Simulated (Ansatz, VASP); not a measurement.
**PtSe2: VASP beside Ansatz**

One calculation is typed for both programs; each brings its own data sets. How far apart do they land? The cell is taken from a series of runs on this material, whose earlier steps may have relaxed, scaled, displaced or heated it; both programs get it as it stands. Other levels of theory on this material are compared in a session of their own.

Method: plane waves, with VASP 6.6.1 beside it; single point at PBE, spin-orbit coupling, in Ansatz 0.2.0.

## (1) Set-up

The cell holds 3 atoms: 2 Se and 1 Pt. Cell: a = 3.710 Å, b = 3.710 Å, c = 28.500 Å, α = 90.0°, β = 90.0°, γ = 120.0°. It derives from PtSe2. Vacuum lies along c.

As a file:

```cif
data_structure
_symmetry_space_group_name_H-M 'P 1'
_symmetry_Int_Tables_number 1
_cell_length_a 3.7097
_cell_length_b 3.7097
_cell_length_c 28.5000
_cell_angle_alpha 90.000
_cell_angle_beta 90.000
_cell_angle_gamma 120.000
_cell_volume 339.66
loop_
_atom_site_label
_atom_site_type_symbol
_atom_site_fract_x
_atom_site_fract_y
_atom_site_fract_z
_atom_site_occupancy
Se1 Se 0.66667 0.33333 0.45361 1
Se2 Se 0.33333 0.66667 0.54639 1
Pt3 Pt 0.00000 0.00000 0.50000 1
```

## (2) Ansatz: single point, PBE, spin-orbit coupling

Ansatz runs on its fully relativistic PAW (standard-fr) files.

A single point gives forces, pressure and levels at one fixed geometry, so differences don't come from the geometry; what else differs is listed under the comparison.

Input file input.yaml:

```yaml
crystal:
  lattice:
    - [3.7096730211, 0.0, 0.0]
    - [-1.8548365106, 3.212671076, 0.0]
    - [0.0, 0.0, 28.5]
  atoms:
    - { symbol: Se, position: [0.6666666667, 0.3333333333, 0.4536101987] }
    - { symbol: Pt, position: [0.0, 0.0, 0.5] }
    - { symbol: Se, position: [0.3333333333, 0.6666666667, 0.5463898013] }
  periodic: [true, true, false]
kpoints:
  mp_grid: { grid: [6, 6, 1] }
  band_path:
    path:
      - [0.0, 0.0, 0.0]
      - [0.5, 0.0, 0.0]
      - [0.3333333333, 0.3333333333, 0.0]
      - [0.0333333333, 0.0333333333, 0.0]
      - [0.25, 0.0, 0.0]
      - [0.2, 0.0, 0.0]
    npoints: 1
hamiltonian:
  xc: pbe
scf:
  occupations: { method: fixed }
  n_extra_bands: 10
magnetization:
  noncollinear: true
  spin_orbit: true
output:
  eigenvalues: true
  forces: true
  stress: true
```

Command:

```console
$ ansatz run input.yaml --threads 3 --pin off --max-ram 92160MiB --backend cuda --events-out ev --progress --plain --runs-dir out --devices 1 --max-vram 13GiB
```

Numbers of over 12 decimals in the logs are rounded to 6 here.

Output:

```text
scf.n_extra_bands = 10 over 50 filled bands (N_el = 50.0): the run solves 60 bands
GPUs: using 1 of 1 available (devices: 1).
Engine: ansatz 0.2.0, x86_64-unknown-linux-gnu
Pseudopotentials: kind: paw_fr
Pseudopotential: Se, paw_fr, valence charge 16, recommended cutoff 420 eV (normal), Se.paw.azcp#standard-fr
Pseudopotential: Pt, paw_fr, valence charge 18, recommended cutoff 420 eV (normal), Pt.paw.azcp#standard-fr
Functional definition: PBE
  parameter kappa = 0.804
  parameter beta = 0.066725
  exchange = pbe_x(kappa = kappa, mu = beta*pi^2/3)
  correlation = pbe_c(beta = beta)
non-collinear run that drives no moment, with spin-orbit: no starting moment large enough to seed its density (crystal.atoms[].spin), no starting occupations that ask for one, no magnetisation constraint and no magnetic field, so the semilocal B_xc is pinned to zero
device memory: the entry about to start is reckoned to put 6.4 GiB on a device that reports 43.5 GiB free (of which the cap on the GPU budget leaves the run 13.0 GiB)
GPU FFT provider: cuFFT
GPU libraries: cuBLAS 13.8.2, cuFFT 12.4.0, cuSOLVER 12.3.4
Crystal: 3 atoms, lattice volume = 339.662 Å³
Basis set: ecut = 420 eV, 6671 PW (Γ), exchange–correlation on 50×50×384 points (8 copies of the dense FFT grid, shifted against one another)
Bands: 60, of which v1, the nominal top of the filled ones, is band 50 counted from 1 (49 counted from 0)
Symmetry: 12 space group operations + 12 with time reversal
Magnetic group: BNS 164.86 (UNI 1316), of the structure as read, at distance tolerance 7.0e-5 Å
k-points: 7 of 36
Projection manifold: j_resolved (fully-relativistic pseudo-atomic orbitals)
Non-local potential: Se, projectors of the file, l = 0: 2, l = 1: 4, l = 2: 6, l = 3: 2
Non-local potential: Pt, projectors of the file, l = 0: 3, l = 1: 4, l = 2: 4, l = 3: 2
PAW form: soft (Blöchl's): semilocal exchange-correlation on the pseudo side does not see the compensation charge
PAW one-centre angular grid: Se, 590 points (default); XC on 96 Gauss nodes
PAW one-centre angular grid: Pt, 590 points (default); XC on 64 Gauss nodes
Initial density: superposition of atomic densities (neutral atoms: chi_scale 0, normalization atom)
Initial wavefunctions: pseudopotential atomic-orbital guess
GPU buffer pool allocated for 120000 grid points (all kernels)
GPU transforms: local potential and band sums: pruned to the plane-wave sphere, on 25×25×192
Functional: x = pbe(κ = 0.804, μ = 0.219515), c = pbe(β = 0.066725)
SCF iter   1: F=—  HF=-23498.125852 eV  |F-HF|=—  |Δ(HF+E_count)|=         —  Δρ=3.60e-2  dr2=4.64e0  dr2_m=0.00e0 (ungated)  ethr=3.10e-3  |M|=0.00e0 ∫|m|=0.00e0 μB  |m|>n=0.0e0 m-floor=0.0e0 τ_xc=0.0e0  β_m=0.30  ⟨swp⟩=5.9  Hψ=890  notcnv=0  defer=42
preconditioner: auto → Resta (q_TF=auto, 1.982 Å⁻¹)  ε∞=1.9  [insulator: Δε(μ)=1.724 eV  Ē_g=10.034 eV  n_scr=34 (ndim 8)  ℏωp=9.5 eV  f_vac=0.777  ε∞_Penn≈1.9  vacuum switching on, ρ_ref=7.3e-3 e/Å³]
spin=Noncollinear: Resta preconditioning applied to the charge; magnetization (m_x, m_y, m_z) channels mix plain (no charge-response kernel on spin).
SCF iter   2: F=—  HF=-23497.358410 eV  |F-HF|=—  |Δ(HF+E_count)|=   7.67e-1  Δρ=1.36e-2  dr2=4.05e-1  dr2_m=0.00e0 (ungated)  ethr=3.10e-3  |M|=0.00e0 ∫|m|=0.00e0 μB  |m|>n=0.0e0 m-floor=0.0e0 τ_xc=0.0e0  β_m=0.29  ⟨swp⟩=3.9  Hψ=502  notcnv=0  defer=42
SCF iter   3: F=—  HF=-23497.308128 eV  |F-HF|=—  |Δ(HF+E_count)|=   5.03e-2  Δρ=1.04e-2  dr2=1.37e-1  dr2_m=0.00e0 (ungated)  ethr=8.11e-4  |M|=0.00e0 ∫|m|=0.00e0 μB  |m|>n=0.0e0 m-floor=0.0e0 τ_xc=0.0e0  β_m=0.56  ⟨swp⟩=3.1  Hψ=333  notcnv=0  defer=42
SCF iter   4: F=—  HF=-23497.290881 eV  |F-HF|=—  |Δ(HF+E_count)|=   1.72e-2  Δρ=1.95e-3  dr2=7.79e-3  dr2_m=0.00e0 (ungated)  ethr=2.74e-4  |M|=0.00e0 ∫|m|=0.00e0 μB  |m|>n=0.0e0 m-floor=0.0e0 τ_xc=0.0e0  β_m=0.58  ⟨swp⟩=3.0  Hψ=312  notcnv=0  defer=42
SCF iter   5: F=—  HF=-23497.289859 eV  |F-HF|=—  |Δ(HF+E_count)|=   1.02e-3  Δρ=2.73e-4  dr2=1.91e-4  dr2_m=0.00e0 (ungated)  ethr=1.56e-5  |M|=0.00e0 ∫|m|=0.00e0 μB  |m|>n=0.0e0 m-floor=0.0e0 τ_xc=0.0e0  β_m=0.69  ⟨swp⟩=3.4  Hψ=372  notcnv=0  defer=42
SCF iter   6: F=—  HF=-23497.289593 eV  |F-HF|=—  |Δ(HF+E_count)|=   2.66e-4  Δρ=1.10e-4  dr2=4.44e-5  dr2_m=0.00e0 (ungated)  ethr=3.82e-7  |M|=0.00e0 ∫|m|=0.00e0 μB  |m|>n=0.0e0 m-floor=0.0e0 τ_xc=0.0e0  β_m=0.69  ⟨swp⟩=3.9  Hψ=447  notcnv=0  defer=42
SCF iter   7: F=—  HF=-23497.289761 eV  |F-HF|=—  |Δ(HF+E_count)|=   1.68e-4  Δρ=2.37e-5  dr2=1.90e-6  dr2_m=0.00e0 (ungated)  ethr=8.88e-8  |M|=0.00e0 ∫|m|=0.00e0 μB  |m|>n=0.0e0 m-floor=0.0e0 τ_xc=0.0e0  β_m=0.71  ⟨swp⟩=3.7  Hψ=428  notcnv=0  defer=42
SCF iter   8: F=—  HF=-23497.289761 eV  |F-HF|=—  |Δ(HF+E_count)|=   8.61e-7  Δρ=5.09e-6  dr2=1.27e-7  dr2_m=0.00e0 (ungated)  ethr=3.81e-9  |M|=0.00e0 ∫|m|=0.00e0 μB  |m|>n=0.0e0 m-floor=0.0e0 τ_xc=0.0e0  β_m=0.78  ⟨swp⟩=3.4  Hψ=445  notcnv=0  defer=42
SCF iter   9: F=-23497.289762 eV  HF=-23497.289762 eV  |F-HF|=7.09e-9  |Δ(HF+E_count)|=   1.53e-7  Δρ=1.25e-6  dr2=5.26e-9  dr2_m=0.00e0 (ungated)  ethr=2.00e-10  |M|=0.00e0 ∫|m|=0.00e0 μB  |m|>n=0.0e0 m-floor=0.0e0 τ_xc=0.0e0  ⟨swp⟩=31.6  Hψ=1777  notcnv=0
SCF 1 converged in 9 iterations: F = -23497.289762 eV  dr2 = 5.26e-9
  greatest PAW one-centre occupation: 1.000 electrons in one spin orbital (limit 2), on the Pt atom at site 1 (counted from 0), in its partial waves of l = 0
device memory: the entry about to start is reckoned to put 4.2 GiB on a device that reports 46.9 GiB free (of which the cap on the GPU budget leaves the run 13.0 GiB)
NSCF: frozen V_eff on 6 k-points
SCF converged after 9 iterations
Magnetization: |M| = 0.0000 μB,  M = (+0.0000, +0.0000, +0.0000) μB
Absolute magnetization: 0.0000 μB (∫|m|)
  site 0: m = (+0.0000, +0.0000, +0.0000) μB, |m| = 0.0000 μB  (R = 1.04 Å)
  site 1: m = (+0.0000, +0.0000, +0.0000) μB, |m| = 0.0000 μB  (R = 1.04 Å)
  site 2: m = (+0.0000, +0.0000, +0.0000) μB, |m| = 0.0000 μB  (R = 1.04 Å)
Free energy (F): -23497.289762 eV
Harris-Foulkes:  -23497.289762 eV  (|F-HF|=7.09e-9)
Internal energy: -23497.289762 eV  (E = F + TS)
E sigma→0 (E₀):  -23497.289762 eV
Fermi energy:    -5.467910 eV
--- Per-component energies (eV) ---
  E_band       = -1854.201467
  E_kinetic    = 873.154904
  E_local      = -116607.318674  (includes V_loc(G=0)·N_el)
  E_nonlocal   = -1002.349306
  E_hartree    = 57614.721702
  E_xc         = -469.969965
  E_vxc        = -498.918824  (∫ρ·V_xc dr)
  E_paw        = -13304.762477  (= ΣΔE_a)
  E_vpaw       = 151.786351  (= ΣTr[D̂ρ^β])
  E_aug_tail   = -0.001020  (compensation charges beyond the density's cutoff)
  E_ewald      = 49399.235075
  E_smearing   = -0.000000  (= −TS)
  E_closure    = 0.000000  (closes the sum)
  Σ components = -23497.289762   (vs F -23497.289762, Δ=0.00e0)
--- Forces (eV/Å), atoms counted from 1 ---
  atom   1  Se     0.00000000     0.00000000    -0.09233394
  atom   2  Pt     0.00000000     0.00000000     0.00000000
  atom   3  Se    -0.00000000    -0.00000000     0.09233394
  max |Σ_I F_I| component: 8.67e-19 eV/Å
--- 2D stress c σ (N/m, compression-positive) ---
        1.261618       0.000000       0.000000
        0.000000       1.261618       0.000000
        0.000000       0.000000       0.000000
  P = ½ c Tr σ = 1.2616 N/m
--- Band table (eV; the first three rows and the last of 7) ---
  k-point 0: bands = [... 46 lower, -5.8327, -5.8327, -5.4679, -5.4679, -2.7249, -2.7249, -2.6797, -2.6797, ... 6 higher]
  k-point 1: bands = [... 46 lower, -5.8190, -5.8190, -5.6011, -5.6011, -4.0195, -4.0195, -3.0226, -3.0226, ... 6 higher]
  k-point 2: bands = [... 46 lower, -6.5966, -6.5966, -6.1281, -6.1281, -3.8529, -3.8529, -3.0733, -3.0733, ... 6 higher]
  k-point 6: bands = [... 46 lower, -6.7102, -6.7102, -6.5291, -6.5291, -3.8774, -3.8774, -3.8652, -3.8652, ... 6 higher]
  ° read free of the cell's end (the report's vacuum.weakly_bound_levels)
```

The column dr2 measures how far the density is from self-consistency, as an energy; F and HF (Harris–Foulkes) agree once it is small.

## (3) VASP: single point, PBE, spin-orbit coupling

The same cell, functional and mesh now go to VASP, with its own data sets.

Lines of VASP's logs that name or quote its potential files are left out, and so is its time.

Input file INCAR:

```
SYSTEM = PtSe2
PREC = Accurate
ENCUT = 400
EDIFF = 1E-06
NELM = 200
ISMEAR = 0
SIGMA = 0.01
LREAL = .FALSE.
ALGO = Normal
GGA = PE
LNONCOLLINEAR = .TRUE.
MAGMOM = 0 0 0 0 0 0 0 0 0
NBANDS = 34
GGA_COMPAT = .FALSE.
LASPH = .TRUE.
LSORBIT = .TRUE.
LMAXMIX = 4
LORBIT = 11
LWAVE = .FALSE.
LCHARG = .FALSE.
ISIF = 2
LDIPOL = .TRUE.
IDIPOL = 3
DIPOL = 0.5 0.5 0.5
LVHAR = .TRUE.
EFERMI = MIDGAP
NELMDL = -8
KPAR = 2
```

Input file POSCAR:

```
PtSe2
1.0
    3.7096730211      0.0000000000      0.0000000000
   -1.8548365106      3.2126710760      0.0000000000
    0.0000000000      0.0000000000     28.5000000000
Se Pt
2 1
Direct
    0.6666666667      0.3333333333      0.4536101987
    0.3333333333      0.6666666667      0.5463898013
    0.0000000000      0.0000000000      0.5000000000
```

Input file KPOINTS:

```
Automatic mesh
0
Gamma
6 6 1
0 0 0
```

PAW data sets: Se and Pt (PBE family, release 64).

Command:

```console
$ mpirun -np 2 vasp_ncl
```

Output:

```text
[banner, memory and clock lines left out]
running    2 mpi-ranks, on    1 nodes
 distrk:  each k-point on    1 cores,    2 groups
 distr:  one band on    1 cores,    1 groups

 POSCAR found type information on POSCAR SePt
 POSCAR found :  2 types and       3 ions
 LDA part: xc-table for (Slater+PW92), standard interpolation
 POSCAR, INCAR and KPOINTS ok, starting setup
 FFT: planning ... GRIDC
 FFT: planning ... GRID_SOFT
 FFT: planning ... GRID
 WAVECAR not read
 entering main loop
       N       E                     dE             d eps       ncg     rms          rms(c)
DAV:   1     0.161462545993E+03    0.16146E+03   -0.57978E+03   500   0.735E+02
DAV:   2     0.717762280111E+01   -0.15428E+03   -0.14208E+03   728   0.156E+02
DAV:   3    -0.150827868913E+02   -0.22260E+02   -0.22031E+02   624   0.693E+01
DAV:   4    -0.155690589541E+02   -0.48627E+00   -0.48307E+00   574   0.119E+01
DAV:   5    -0.155795138005E+02   -0.10455E-01   -0.10435E-01   630   0.172E+00
DAV:   6    -0.155797430607E+02   -0.22926E-03   -0.22920E-03   596   0.260E-01
DAV:   7    -0.155797512652E+02   -0.82045E-05   -0.82033E-05   678   0.421E-02
DAV:   8    -0.155797516889E+02   -0.42375E-06   -0.42367E-06   550   0.803E-03    0.139E+01
DAV:   9    -0.148891921371E+02    0.69056E+00   -0.46180E+00   524   0.207E+01    0.814E+00
DAV:  10    -0.147317385572E+02    0.15745E+00   -0.12117E+00   514   0.112E+01    0.418E+00
DAV:  11    -0.146992642924E+02    0.32474E-01   -0.79301E-02   554   0.215E+00    0.142E+00
DAV:  12    -0.146856992076E+02    0.13565E-01   -0.32970E-02   538   0.182E+00    0.313E-01
DAV:  13    -0.146861761265E+02   -0.47692E-03   -0.60546E-03   548   0.467E-01    0.176E-01
DAV:  14    -0.146861737114E+02    0.24151E-05   -0.28135E-04   554   0.134E-01    0.915E-02
[...]
DAV:  19    -0.146862509325E+02   -0.14887E-04   -0.83240E-07   424   0.335E-03    0.214E-03
DAV:  20    -0.146862692208E+02   -0.18288E-04   -0.19003E-06   400   0.488E-03    0.146E-03
DAV:  21    -0.146862784409E+02   -0.92201E-05   -0.57977E-07   438   0.263E-03    0.534E-04
DAV:  22    -0.146862839031E+02   -0.54622E-05   -0.13928E-07   398   0.117E-03    0.439E-04
DAV:  23    -0.146862869749E+02   -0.30719E-05   -0.43844E-08   384   0.698E-04    0.239E-04
DAV:  24    -0.146862894395E+02   -0.24645E-05   -0.51665E-08   396   0.583E-04    0.166E-04
DAV:  25    -0.146862912601E+02   -0.18206E-05   -0.34571E-08   382   0.478E-04    0.627E-05
DAV:  26    -0.146862916500E+02   -0.38991E-06   -0.12034E-08   400   0.265E-04
   1 F= -.14686292E+02 E0= -.14686292E+02  d E =0.000000E+00  mag=     0.0000    -0.0000     0.0000
```

Parts of OUTCAR (step 3):

```text
ion  position               nearest neighbor table
   1  0.667  0.333  0.454-   3 2.52   3 2.52   3 2.52
   2  0.333  0.667  0.546-   3 2.52   3 2.52   3 2.52
   3  0.000  0.000  0.500-   1 2.52   2 2.52   1 2.52   2 2.52   1 2.52   2 2.52

  LATTYP: Found a hexagonal cell.
 ALAT       =     3.7096730211
 C/A-ratio  =     7.6826178043

 Subroutine GETGRP returns: Found 12 space group operations
 (whereof 12 operations were pure point group operations)

The static configuration has the point symmetry D_3d.

 Found      7 irreducible k-points:

   k-points           NKPTS =      7   k-points in BZ     NKDIM =      7   number of bands    NBANDS=     34

   dimension x,y,z NGX =    24 NGY =   24 NGZ =  192
   dimension x,y,z NGXF=    48 NGYF=   48 NGZF=  384

   ENCUT  =  400.0 eV  29.40 Ry    5.42 a.u.   6.05  6.05 46.48*2*pi/ulx,y,z

   NELECT =      22.0000    total number of electrons

 k-points in reciprocal lattice and weights: Automatic mesh
   0.00000000  0.00000000  0.00000000       0.028
   0.16666667  0.00000000  0.00000000       0.167
   0.33333333  0.00000000  0.00000000       0.167
   0.50000000  0.00000000  0.00000000       0.083
   0.16666667  0.16666667  0.00000000       0.167
   0.33333333  0.16666667  0.00000000       0.333
   0.33333333  0.33333333  0.00000000       0.056

 dipolmoment           0.000000      0.000000     -0.000000 electrons x Angstroem

 average (electrostatic) potential at core
       1 -61.7620       2 -61.7620       3 -77.8875

 E-fermi :  -2.7574

 k-point     1 :       0.0000    0.0000    0.0000
  band No.  band energies     occupation
    ...
     18      -4.4517      1.00000
     19      -3.8323      1.00000
     20      -3.8323      1.00000
     21      -3.4741      1.00000
     22      -3.4741      1.00000
     23      -0.7438      0.00000
     24      -0.7438      0.00000
     25      -0.7006      0.00000
     26      -0.7006      0.00000
     27       0.8306      0.00000
    ...

 k-point     2 :       0.1667    0.0000    0.0000
  band No.  band energies     occupation
    ...
     18      -4.1826      1.00000
     19      -3.8289      1.00000
     20      -3.8289      1.00000
     21      -3.6128      1.00000
     22      -3.6128      1.00000
     23      -2.0408      0.00000
     24      -2.0408      0.00000
     25      -1.0417      0.00000
     26      -1.0417      0.00000
     27       1.6367      0.00000
    ...

 k-point     3 :       0.3333    0.0000    0.0000
  band No.  band energies     occupation
    ...
     18      -5.1376      1.00000
     19      -4.6056      1.00000
     20      -4.6056      1.00000
     21      -4.1430      1.00000
     22      -4.1430      1.00000
     23      -1.8797      0.00000
     24      -1.8797      0.00000
     25      -1.0924      0.00000
     26      -1.0924      0.00000
     27       1.2597      0.00000
    ...

  Total        0.9501799      0.9501799      0.2507233     -0.0000000      0.0000000     -0.0000000
  in kB        4.4819774      4.4819774      1.1826563     -0.0000000      0.0000000     -0.0000000
  external PRESSURE =       3.3822037 kB  Pullay stress =       0.0000000 kB

  energy-cutoff  :      400.00
  volume of cell :      339.66
      direct lattice vectors                 reciprocal lattice vectors
     3.709673021  0.000000000  0.000000000     0.269565537  0.155633735  0.000000000
    -1.854836511  3.212671076  0.000000000     0.000000000  0.311267471  0.000000000
     0.000000000  0.000000000 28.500000000     0.000000000  0.000000000  0.035087719

 POSITION                                       TOTAL-FORCE (eV/Angst)
 -----------------------------------------------------------------------------------
      1.85484      1.07089     12.92789         0.000000      0.000000     -0.105713
     -0.00000      2.14178     15.57211        -0.000000     -0.000000      0.105713
      0.00000      0.00000     14.25000         0.000000      0.000000      0.000000
 -----------------------------------------------------------------------------------
    total drift:                                0.000000      0.000000      0.000000

  FREE ENERGIE OF THE ION-ELECTRON SYSTEM (eV)
  ---------------------------------------------------
  free  energy   TOTEN  =       -14.6862916500 eV

  energy  without entropy=      -14.6862916500  energy(sigma->0) =      -14.68629165

 vacuum level on the upper side and lower side of the slab         1.994         1.994

 Spin-Orbit-Coupling matrix elements
 Ion:    1  E_soc:     -0.0294643
 Ion:    2  E_soc:     -0.0294643
 Ion:    3  E_soc:     -0.7391436

 total charge
# of ion       s       p       d       tot
------------------------------------------
    1        1.477   2.253   0.056   3.786
    2        1.477   2.253   0.056   3.786
    3        0.679   0.714   7.972   9.365
--------------------------------------------------
tot          3.633   5.220   8.085  16.937

 magnetization (x)
# of ion       s       p       d       tot
------------------------------------------
    1        0.000   0.000   0.000   0.000
    2        0.000   0.000   0.000   0.000
    3        0.000   0.000   0.000   0.000
--------------------------------------------------
tot          0.000   0.000   0.000   0.000

 magnetization (y)
# of ion       s       p       d       tot
------------------------------------------
    1        0.000  -0.000   0.000  -0.000
    2        0.000  -0.000   0.000  -0.000
    3        0.000   0.000   0.000   0.000
--------------------------------------------------
tot          0.000  -0.000   0.000  -0.000

 magnetization (z)
# of ion       s       p       d       tot
------------------------------------------
    1        0.000   0.000   0.000   0.000
    2        0.000   0.000   0.000   0.000
    3       -0.000   0.000   0.000  -0.000
--------------------------------------------------
tot         -0.000   0.000   0.000  -0.000

[... 3 further parts left out ...]
```

## (4) Side by side

Known differences besides the potentials themselves: spin-orbit coupling enters by fully relativistic files in Ansatz and inside the spheres in VASP; fixed occupations in Ansatz, narrow Gaussian smearing in VASP; Ansatz cuts the interaction across the vacuum, VASP repeats the sheet with a dipole correction; the data sets hold 50 valence electrons in Ansatz (on its fully relativistic PAW (standard-fr) files) and 22 in VASP; the cutoff is 420 eV in Ansatz and 400 eV in VASP. Total energies have different zeros and are not compared.

Both answers:

| quantity | Ansatz | VASP | difference |
| --- | --- | --- | --- |
| gap on the k mesh (eV) | 1.448 | 1.433 | +0.015 |

Forces (eV/Å; atoms numbered as in POSCAR):

| atom | Ansatz x, y, z | VASP x, y, z |
| --- | --- | --- |
| Se1 | 0.000, 0.000, -0.092 | 0.000, 0.000, -0.106 |
| Se2 | 0.000, 0.000, 0.092 | 0.000, 0.000, 0.106 |
| Pt3 | 0.000, 0.000, 0.000 | 0.000, 0.000, 0.000 |

The forces differ by 6.3 meV/Å r.m.s., which is 12.7 % of the r.m.s. force of 0.050 eV/Å (both taken over all components). A gap on the mesh is an upper bound, since the band edges may lie between its points. With vacuum in the cell, a pressure given here is an average over mostly empty space and none of the material.

## (5) Summary of results

```
r.m.s. force difference (single point, PBE, spin-orbit coupling) : 6.3 meV/Å
```

The r.m.s. force difference is 6.3 meV/Å (single point, PBE, spin-orbit coupling), within the 12 meV/Å picked in this series as the mark of a large difference. The data sets hold unlike numbers of valence electrons (50 in Ansatz and 22 in VASP), so part of the differences comes from the potentials. 4 further runs of this series are not shown here. Such differences can come from data sets, numerical settings and the points named under the comparisons, not from the functional's error against experiment.

[Lines on the potential files, build, host, timing and source positions are cut from VASP's logs without a mark.]

[Logs are printed without paths, hosts, clocks, repeated set-up lines and the standing remarks that a program may print on its own settings, such as how far it seeks lower states.]

[Hosts, paths, dates, database ids (printed as entryN), source tags and the programs' standing remarks are cut or masked in the printed files.]
